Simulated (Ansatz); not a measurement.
# SnO: the cost of one run

Method: DFT r2SCAN, scalar-relativistic, plane waves, PAW, in Ansatz 0.2.0.

1 further run of the same task is left out (set aside as unsound or not needed).

### 1 Starting point

It takes space group P4/nmm (No. 129, tetragonal). Conventional cell: a = 3.802 Å, b = 3.802 Å, c = 4.836 Å, α = 90.00°, β = 90.00°, γ = 90.00°. Around Sn (site symmetry 4mm) lie 4 O at 2.22 Å. O (site symmetry -4m2) is surrounded by 4 Sn at 2.22 Å.

Structure file:

```cif
data_structure
_symmetry_space_group_name_H-M 'P4/nmm:1'
_symmetry_Int_Tables_number 129
_cell_length_a 3.8020
_cell_length_b 3.8020
_cell_length_c 4.8360
_cell_angle_alpha 90.000
_cell_angle_beta 90.000
_cell_angle_gamma 90.000
_cell_volume 69.91
loop_
_atom_site_label
_atom_site_type_symbol
_atom_site_symmetry_multiplicity
_atom_site_Wyckoff_symbol
_atom_site_fract_x
_atom_site_fract_y
_atom_site_fract_z
_atom_site_occupancy
Sn1 Sn 2 c 0.00000 0.50000 0.23850 1
O1 O 2 a 0.00000 0.00000 0.00000 1
```

The structure comes from the Crystallography Open Database.

### 2 Another functional, on a distorted cell: r2SCAN

Against the listed cell: strain xx, yy, zz, yz, xz, xy = +0.7, +0.7, -5.3, +0.0, +0.0, +0.0 %; atoms moved by 0.25 Å root mean square, at most 0.35 Å.

input.yaml

```yaml
crystal:
  lattice:
    - [3.8303249, 0.0, 0.0]
    - [0.0, 3.8303249, 0.0]
    - [0.0, 0.0, 4.5818682]
  atoms:
    - { symbol: Sn, position: [0.0, 0.5, 0.1653913584] }
    - { symbol: Sn, position: [0.5, 0.0, 0.8346086416] }
    - { symbol: O, position: [0.0, 0.0, 0.0] }
    - { symbol: O, position: [0.5, 0.5, 0.0] }
basis:
  ecutwfc: 500
kpoints:
  mp_grid: { grid: [12, 12, 10] }
hamiltonian:
  xc: r2scan
scf:
  occupations: { method: gaussian, width: 0.1 }
output:
  forces: true
  stress: true
  eigenvalues: true
  populations: true
  write_density: true
  write_potential: true
  elf: true
  volumetric_format: npy
```

Command:

```
ansatz run input.yaml --threads 1 --pin off --max-ram 1331MiB --backend cpu --events-out ev --progress --plain --runs-dir out
```

**Question.** How long does this run take on 1 thread of an x86-64 CPU, shared host, and how much memory does it need?

About 78 s, with a peak of 0.66 GiB.
